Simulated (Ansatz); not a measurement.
The cell comes from COD entry 2310957, which wasn't checked; take it as a given geometry. The listed cell was then made from it by scaling, straining or moving an atom.

TaN: DFT, PBE, all-electron LAPW, scalar-relativistic (Ansatz 0.2.0). What sets it apart from a plain run of this crystal: volume scaled by 1.06.

Command: `ansatz run input.yaml --threads 1 --pin off --max-ram 3072MiB --backend cpu --events-out ev --progress --plain --runs-dir out` The run took 14 s on 1 thread of Arm Neoverse V1 (shared host), peak memory 0.33 GiB.

```yaml
crystal:
  lattice:
    - [0.0, 2.2217363401, 2.2217363401]
    - [2.2217363401, 0.0, 2.2217363401]
    - [2.2217363401, 2.2217363401, 0.0]
  atoms:
    - { symbol: Ta, position: [0.5, 0.5, 0.5] }
    - { symbol: "N", position: [0.0, 0.0, 0.0] }
kpoints:
  mp_grid: { grid: [9, 9, 9] }
  band_path:
    path:
      - [0.0, 0.0, 0.0]
      - [0.5, 0.0, 0.5]
      - [0.625, 0.25, 0.625]
      - [0.375, 0.375, 0.75]
      - [0.0, 0.0, 0.0]
      - [0.5, 0.5, 0.5]
      - [0.5, 0.25, 0.75]
      - [0.5, 0.0, 0.5]
    npoints: 5
scf:
  occupations: { method: fermi_dirac, width: 0.02 }
hamiltonian:
  xc: pbe
  pseudopotentials: { kind: all_electron, lapw: { basis_error: 0.0005 } }
output:
  forces: true
  stress: true
  eigenvalues: true
```

Output (standing set-up lines are left out):

```
LAPW: plane waves up to 9.984 Å⁻¹, error target 5.0e-4 eV per atom; small_component_spin mean_spin; N in spheres of 0.944 Å, 7 of its electrons in bands, Dirac shells []; Ta in spheres of 1.278 Å, 43 of its electrons in bands, Dirac shells []
Crystal: 2 atoms, lattice volume = 21.933 Å³
Basis set: ecut = 379.78662654555325 eV, 339 PW (Γ), exchange–correlation at level 2
Space group: Fm-3m (ITA 225), of the structure as read, at distance tolerance 2.8e-5 Å
SCF iter   1: F=—  HF=-426062.652736 eV  |F-HF|=—  |Δ(HF+E_count)|=         —  Δρ=1.24e-1  dr2=4.17e0  ethr=8.34e-3  ⟨swp⟩=2.0  Hψ=6649  notcnv=0
preconditioner: auto → Kerker (q_TF=auto, 3.130 Å⁻¹)  [metal: Δε(μ)=0.050 eV  Ē_g=22.898 eV  σ=0.020 eV  W_gap=0.47  n_scr=14 (ndim 8)  ℏωp=43.4 eV  f_vac=0.000  D(μ)=0.50/eV (n_scr^D=0)]
iter 2 solved again at ethr=2.78e-4 eV; its pass at ethr=8.33e-3 eV (dr2=1.39e-1 eV) is discarded
SCF iter   2: F=—  HF=-426060.940187 eV  |F-HF|=—  |Δ(HF+E_count)|=    1.71e0  Δρ=2.39e-2  dr2=1.39e-1  ethr=2.78e-4  ⟨swp⟩=2.0  Hψ=5344  notcnv=0
preconditioner: auto → none  [insulator: Δε(μ)=0.140 eV  Ē_g=23.786 eV  σ=0.020 eV  W_gap=0.86  n_scr=14 (ndim 8)  ℏωp=43.4 eV  f_vac=0.000  D(μ)=0.80/eV (n_scr^D=8)  ε∞_Penn≈4.3]
SCF iter   3: F=—  HF=-426060.895533 eV  |F-HF|=—  |Δ(HF+E_count)|=         —  Δρ=1.10e-2  dr2=2.38e-2  ethr=2.78e-4  ⟨swp⟩=2.0  Hψ=3297  notcnv=0
the basis was enlarged: its passes take 2.0 MiB over the memory plan, 1 of 1 planned eigensolver slots
SCF iter   4: F=—  HF=-426060.897963 eV  |F-HF|=—  |Δ(HF+E_count)|=   2.43e-3  Δρ=1.65e-3  dr2=4.68e-4  ethr=4.76e-5  ⟨swp⟩=2.0  Hψ=3325  notcnv=0
SCF iter   5: F=—  HF=-426060.888053 eV  |F-HF|=—  |Δ(HF+E_count)|=   9.91e-3  Δρ=8.07e-4  dr2=1.35e-4  ethr=9.36e-7  ⟨swp⟩=3.0  Hψ=3244  notcnv=0
SCF iter   6: F=—  HF=-426060.888076 eV  |F-HF|=—  |Δ(HF+E_count)|=   2.34e-5  Δρ=1.09e-4  dr2=1.38e-6  ethr=2.69e-7  ⟨swp⟩=2.0  Hψ=3162  notcnv=0
SCF iter   7: F=-426060.888078 eV  HF=-426060.888078 eV  |F-HF|=1.94e-8  |Δ(HF+E_count)|=   1.84e-6  Δρ=1.39e-5  dr2=3.78e-8  ethr=2.76e-9  ⟨swp⟩=2.1  Hψ=3164  notcnv=0
SCF 1 converged in 7 iterations: F = -426060.888078 eV  dr2 = 3.78e-8
NSCF: frozen V_eff on 36 k-points
SCF converged after 7 iterations
Free energy (F): -426060.888078 eV
Harris-Foulkes:  -426060.888078 eV  (|F-HF|=1.94e-8)
Internal energy: -426060.886894 eV  (E = F + TS)
E sigma→0 (E₀):  -426060.887486 eV
Entropy (-TS):   -0.001184 eV (-0.592 meV/atom)
Fermi energy:    26.014091 eV
--- Per-component energies (eV) ---
  E_band       = -4748.512351
  E_kinetic    = 475419.222310
  E_xc         = -8811.970217
  E_electrostatic = -892668.138988  (all electrons and nuclei)
  E_smearing   = -0.001184  (= −TS)
  E_closure    = 0.000000  (closes the sum)
  E_atoms      = -426041.112071  (free atoms, spherical and without spin; not in F)
  Σ components = -426060.888078   (vs F -426060.888078, Δ=0.00e0)
  Basis errors (estimates in eV, not in F): energy 1.7e-4 per atom: plane waves 1.5e-4 (8.1e-5 summed), levels above the bands 1.0e-196, relativity 2.9e-8, radial functions 2.3e-5, core shells 4.5e-7; eigenvalues (radial functions only) 1.1e-6; not estimated: angular momenta, meshes, grids; target (lapw.basis_error) 5.0e-4; muffin-tin radii N 0.944 Å, Ta 1.278 Å
--- Forces (eV/Å), atoms counted from 1 ---
  atom   1  Ta    -0.00000000     0.00000000     0.00000000
  atom   2  N      0.00000000    -0.00000000    -0.00000000
  max |Σ_I F_I| component: 7.36e-30 eV/Å
--- Stress (GPa, compression-positive) ---
       -5.585023      -0.000000       0.000000
       -0.000000      -5.585023      -0.000000
        0.000000      -0.000000      -5.585023
  P = ⅓ Tr σ = -5.5850 GPa (-55.850 kbar)
--- Band table (eV; the first three rows and the last of 35) ---
  k-point 0: bands = ["-370.7379", "-370.7379", "-370.7379", "-352.4312", "-192.3090", "-192.3090", "-192.2815", "-192.2815", "-192.2815", "-43.4161", "-9.6765", "-9.6765", "-9.6765", "4.7830", "4.7830", "4.7830", "4.8216", "4.8490", "4.8490", "4.8490", "7.5121", "22.3761", "22.3761", "22.3761", "24.0894", "24.0894", "24.0894", "26.1731", "26.1731", "27.3514"]
  k-point 1: bands = ["-370.7379", "-370.7379", "-370.7379", "-352.4312", "-192.3090", "-192.3090", "-192.2815", "-192.2815", "-192.2815", "-43.4105", "-9.7712", "-9.6854", "-9.6854", "4.7782", "4.7868", "4.7868", "4.8245", "4.8449", "4.8449", "4.8492", "7.7913", "21.1063", "21.5370", "21.5370", "24.5018", "24.5018", "24.5468", "27.2237", "27.2237", "28.2049"]
  k-point 2: bands = ["-370.7379", "-370.7379", "-370.7379", "-352.4312", "-192.3090", "-192.3090", "-192.2815", "-192.2815", "-192.2815", "-43.3962", "-10.0038", "-9.7077", "-9.7077", "4.7672", "4.7964", "4.7964", "4.8323", "4.8349", "4.8349", "4.8497", "8.5372", "19.1046", "20.2768", "20.2768", "25.1508", "25.4387", "25.4387", "29.2993", "29.2993", "29.8413"]
  k-point 34: bands = ["-370.7379", "-370.7379", "-370.7379", "-352.4312", "-192.3090", "-192.3090", "-192.2815", "-192.2815", "-192.2815", "-43.3530", "-10.1817", "-10.0872", "-9.9255", "4.7922", "4.8089", "4.8117", "4.8149", "4.8188", "4.8223", "4.8556", "9.3987", "18.5982", "19.4903", "19.4967", "25.3506", "26.5755", "29.3828", "29.8014", "30.8772", "35.4112"]
```
